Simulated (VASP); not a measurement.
# Rh (P6_3/mmc) in VASP: single point with PBEsol

Aim: the single point of Rh with PBEsol.

Program: VASP 6.6.1. These are calculated values, not measurements. Logs are shortened: lines on timing, memory, paths and dates and some standing lists are left out, and cuts for length are marked.

### Step 1. The crystal as given

Symmetry: P6_3/mmc, No. 194, hexagonal system. Conventional cell: a = 2.689 Å, b = 2.689 Å, c = 4.329 Å, α = 90.00°, β = 90.00°, γ = 120.00°. Around Rh (site symmetry -6m2) lie 12 Rh at 2.66 to 2.69 Å.

This isn't the form of Rh at room conditions, which is fcc.

### Step 2. Single point, PBEsol

Input file INCAR:

```
  PREC = Accurate
  ENCUT = 520
  EDIFF = 1E-6
  ISMEAR = 0
  SIGMA = 0.1
  LREAL = False
  LASPH = True
  NELM = 100
  ALGO = Fast
  ISIF = 2
  LWAVE = False
  LCHARG = False
  GGA = PS
  NBANDS = 22
```

Input file KPOINTS:

```
Automatic mesh
0
Gamma
  27 27 14
```

Input file POSCAR:

```
Rh
1.0
    2.6887440422      0.0000000000      0.0000000000
   -1.3443720211      2.3285206448      0.0000000000
    0.0000000000      0.0000000000      4.3289366221
Rh
2
Direct
    0.3333333333      0.6666666667      0.2500000000
    0.6666666667      0.3333333333      0.7500000000
```

Potentials or basis: VASP PAW PBE potentials, release 64 (Rh_pv).

On the command line:

```console
$ cat potpaw_PBE.64/Rh_pv/POTCAR > POTCAR
$ mpirun -np 1 vasp_std > vasp.out
```

OUTCAR:

```text
PREC = Accurate
   ENCUT = 520
   EDIFF = 1E-6
   ISMEAR = 0
   LREAL = False
   LASPH = True
   NELM = 100
   ISIF = 2
   GGA = PS

 ion  position               nearest neighbor table
   1  0.333  0.667  0.250-   2 2.66   2 2.66   2 2.66   2 2.66   2 2.66   2 2.66
   2  0.667  0.333  0.750-   1 2.66   1 2.66   1 2.66   1 2.66   1 2.66   1 2.66

  LATTYP: Found a hexagonal cell.
 ALAT       =     2.6887440422
 C/A-ratio  =     1.6100218370

  Lattice vectors:

 A1 = (   2.6887440422,   0.0000000000,   0.0000000000)
 A2 = (  -1.3443720211,   2.3285206448,   0.0000000000)
 A3 = (   0.0000000000,   0.0000000000,   4.3289366221)

Analysis of symmetry for initial positions (statically):
=====================================================================
 Subroutine PRICEL returns:
 Original cell was already a primitive cell.

 Routine SETGRP: Setting up the symmetry group for a
 hexagonal supercell.

 Subroutine GETGRP returns: Found 24 space group operations
 (whereof 12 operations were pure point group operations)
 out of a pool of 24 trial point group operations.

The static configuration has the point symmetry D_3d.
 The point group associated with its full space group is D_6h.

Analysis of symmetry for dynamics (positions and initial velocities):
=====================================================================
 Subroutine PRICEL returns:
 Original cell was already a primitive cell.

 Routine SETGRP: Setting up the symmetry group for a
 hexagonal supercell.

 Subroutine GETGRP returns: Found 24 space group operations
 (whereof 12 operations were pure point group operations)
 out of a pool of 24 trial point group operations.

The dynamic configuration has the point symmetry D_3d.
 The point group associated with its full space group is D_6h.

 Subroutine INISYM returns: Found 24 space group operations
 (whereof 12 operations are pure point group operations),
 and found     1 'primitive' translations

----------------------------------------------------------------------------------------

                                     Primitive cell

  volume of cell :      27.1026

  direct lattice vectors                    reciprocal lattice vectors
     2.688744042  0.000000000  0.000000000     0.371920861  0.214728609  0.000000000
    -1.344372021  2.328520645  0.000000000     0.000000000  0.429457219  0.000000000
     0.000000000  0.000000000  4.328936622     0.000000000  0.000000000  0.231003613

  length of vectors
[... 75 lines left out ...]
   ICHARG =      2    charge: 1-file 2-atom 10-const
   ISPIN  =      1    spin polarized calculation?
   LNONCOLLINEAR =      F non collinear calculations
   LSORBIT =      F    spin-orbit coupling
   LASPH  =      T    aspherical Exc in radial PAW
   ENCUT  =  520.0 eV  38.22 Ry    6.18 a.u.   5.00  5.00  8.05*2*pi/ulx,y,z
   NELM   =    100;   NELMIN=  2; NELMDL= -5     # of ELM steps
   EDIFF  = 0.1E-05   stopping-criterion for ELM
   LREAL  =      F    real-space projection
   EDIFFG = 0.1E-04   stopping-criterion for IOM
   NSW    =      0    number of steps for IOM
   IBRION =     -1    ionic relax: 0-MD 1-quasi-New 2-CG
   NFREE  =      0    steps in history (QN), initial steepest desc. (CG)
   ISIF   =      2    stress and relaxation
   ISYM   =      2    0-nonsym 1-usesym 2-fastsym
   POTIM  = 0.5000    time-step for ionic-motion
   TEBEG  =    0.0;   TEEND  =   0.0 temperature during run
   PSTRESS=    0.0 pullay stress
   NELECT =      30.0000    total number of electrons
   NUPDOWN=      -1.0000    fix difference up-down
   EMIN   =  10.00;   EMAX   =-10.00  energy-range for DOS
   EFERMI =   0.00;   METHOD = LEGACY
   ISMEAR =     0;   SIGMA  =   0.10  broadening in eV -4-tet -1-fermi 0-gaus
   EFERMI_NEDOS =   21; number of points for ismear=-14 and -15
   IALGO  =     68    algorithm
   IMIX   =      4    mixing-type and parameters
     AMIX     =   0.40;   BMIX     =  1.00
     AMIX_MAG =   1.60;   BMIX_MAG =  1.00
  volume/ion in A,a.u.               =      13.55        91.45
  Fermi-wavevector in a.u.,A,eV,Ry     =   1.693473  3.200200 39.019487  2.867851
  Thomas-Fermi vector in A             =   2.774873
   LORBIT       =      0    0 simple, 1 ext, 2 COOP (PROOUT), +10 PAW based schemes
   GGA     = PS    functional components
   LHFCALC =     F    Hartree Fock is set to
   AEXX    =    0.0000 exact exchange contribution
   IVDW    =     0    specifies the selected vdW correction
   LEPSILON=     F    determine dielectric tensor
   LRPA    =     F    only Hartree local field effects (RPA)
 non-spin polarized calculation
 RMM-DIIS sequential band-by-band and
 Gauss-broadening in eV      SIGMA  =   0.10
  energy-cutoff  :      520.00
  volume of cell :       27.10
 maximum number of plane-waves:       756
 NGX is ok and might be reduce to    20
   NGX =  9   NGY =  9   NGZ = 17

 number of electron      30.0000003 magnetization

 Free energy of the ion-electron system (eV)
  ---------------------------------------------------
  ext. energy  EPLUGINS =         0.00000000
  ---------------------------------------------------
  free energy    TOTEN  =       -16.20342527 eV

  energy without entropy =      -16.18801662  energy(sigma->0) =      -16.19572094

 E-fermi :  12.1278     XC(G=0): -14.3097

 val. band max:       12.1254689073   @ k =   0.3704   0.0000   0.0714
 cond. band min:      12.1285814910   @ k =   0.3704   0.0000   0.2857
 fundamental gap:      0.0031125837
 Fermi energy:        12.1278465793

 k-point     1 :       0.0000    0.0000    0.0000
  band No.  band energies     occupation
      1     -35.1270      2.00000
      2     -34.4285      2.00000
      3     -34.4285      2.00000
      4     -34.3254      2.00000
      5     -34.3128      2.00000
      6     -34.3128      2.00000
[... 589 lines left out ...]
     21      25.9156      0.00000
     22      27.2840      0.00000

 [... further k-points ...]
[... 5 lines left out ...]
  --------------------------------------------------------------------------------------
  -------------------------------------------------------------------------------------
  Total       -0.0345118     -0.0345118      0.0863197      0.0000000      0.0000000      0.0000000
  in kB       -2.0401747     -2.0401747      5.1028115      0.0000000      0.0000000      0.0000000
  external PRESSURE =       0.3408207 kB  Pullay stress =       0.0000000 kB

 VOLUME and BASIS-vectors are now :
 -----------------------------------------------------------------------------
  energy-cutoff  :      520.00
  volume of cell :       27.10
      direct lattice vectors                 reciprocal lattice vectors
     2.688744042  0.000000000  0.000000000     0.371920861  0.214728609  0.000000000
    -1.344372021  2.328520645  0.000000000     0.000000000  0.429457219  0.000000000
     0.000000000  0.000000000  4.328936622     0.000000000  0.000000000  0.231003613

 POSITION                                       TOTAL-FORCE (eV/Angst)
 -----------------------------------------------------------------------------------
     -0.00000      1.55235      1.08223         0.000000      0.000000      0.000000
      1.34437      0.77617      3.24670        -0.000000      0.000000      0.000000
 -----------------------------------------------------------------------------------
    total drift:                                0.000000     -0.000000      0.000000

  FREE ENERGIE OF THE ION-ELECTRON SYSTEM (eV)
  ---------------------------------------------------
  free  energy   TOTEN  =       -16.2034252706 eV

  energy  without entropy=      -16.1880166156  energy(sigma->0) =      -16.19572094
```

OSZICAR:

```text
N       E                     dE             d eps       ncg     rms          rms(c)
DAV:   1     0.326877104186E+03    0.32688E+03   -0.18991E+04 26448   0.159E+03
DAV:   2    -0.101481285595E+02   -0.33703E+03   -0.32516E+03 27300   0.476E+02
DAV:   3    -0.173865758468E+02   -0.72384E+01   -0.71948E+01 30984   0.786E+01
DAV:   4    -0.174341620989E+02   -0.47586E-01   -0.47580E-01 29464   0.640E+00
DAV:   5    -0.174348920963E+02   -0.73000E-03   -0.72999E-03 31110   0.823E-01    0.164E+01
RMM:   6    -0.162520746369E+02    0.11828E+01   -0.26103E+00 27210   0.137E+01    0.537E+00
RMM:   7    -0.162119230312E+02    0.40152E-01   -0.13072E-01 27944   0.291E+00    0.220E+00
RMM:   8    -0.162049326351E+02    0.69904E-02   -0.28362E-02 29033   0.167E+00    0.529E-01
RMM:   9    -0.162033906112E+02    0.15420E-02   -0.37226E-03 31136   0.576E-01    0.176E-02
RMM:  10    -0.162034251293E+02   -0.34518E-04   -0.36629E-04 31219   0.199E-01    0.168E-02
RMM:  11    -0.162034261623E+02   -0.10330E-05   -0.35936E-05 32404   0.634E-02    0.740E-03
RMM:  12    -0.162034252706E+02    0.89170E-06   -0.80896E-06 32023   0.271E-02
   1 F= -.16203425E+02 E0= -.16195721E+02  d E =-.154087E-01
```

Wall time 2.6 min (1 thread of AMD EPYC 7R13 (Zen 3), shared host); peak memory 0.33 GiB.

Results:

```yaml
Free_energy: -16.2034 eV
Pressure: 0.0 GPa
Band_gap_on_the_k_mesh: none (metal or under the smearing width)
```

Levels at points of the mesh, in eV from the Fermi level:
```csv
k point,band 12,band 13,band 14,band 15,band 16,band 17,band 18,band 19
"(0.00, 0.00, 0.00)",-2.58,-2.58,-2.00,-2.00,0.13,0.13,0.67,8.78
"(0.00, 0.00, 0.50)",-3.25,-3.25,-3.25,-0.45,-0.45,-0.45,-0.45,14.87
```

Caveat: the PAW data sets were made with another functional, which shifts forces and pressure a little.
